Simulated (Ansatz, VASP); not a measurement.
**AgI (Iodargyrite) in VASP and in Ansatz**

```
CELL_PARAMETERS angstrom
4.56001 0.00000 0.00000
-2.28000 3.94908 0.00000
0.00000 0.00000 7.45127
ATOMIC_POSITIONS crystal
Ag 0.66667 0.33333 0.62745
Ag 0.33333 0.66667 0.12745
I 0.66667 0.33333 0.00255
I 0.33333 0.66667 0.50255
```

Alike in both runs: functional PBEsol; k mesh 9 × 9 × 4; occupations gaussian, width 0.02 eV; no spin polarisation.

Ansatz relaxed the structure, and its values are those at the end. VASP's run is a single point on that final structure, the one shown.

|  | VASP | Ansatz |
| --- | --- | --- |
| version | VASP 6.6.1 | Ansatz 0.2.0 |
| potentials or method | VASP PAW PBE potentials, release 64 (Ag, I) | scalar-relativistic, plane waves, PAW |
| plane-wave cutoff (eV) | 520 | 420 |
| valence electrons in the cell | 36 | 72 |

|  | VASP | Ansatz | Ansatz less VASP |
| --- | --- | --- | --- |
| gap on the k mesh at the Fermi level (eV) | 1.23 | 1.23 | -0.003 |
| least direct gap on the mesh (eV) | 1.23 | 1.23 | -0.003 |
| pressure (GPa) | -0.1 | 0.0 | +0.06 |

With one functional, cell and mesh, what is left measures potentials, basis and numerics. The two sets of potentials don't hold the same shells in valence.

Caveats: the PAW data sets were made with another functional, which shifts forces and pressure a little (VASP); spin-orbit coupling is left out, which moves the levels of the heavy elements.
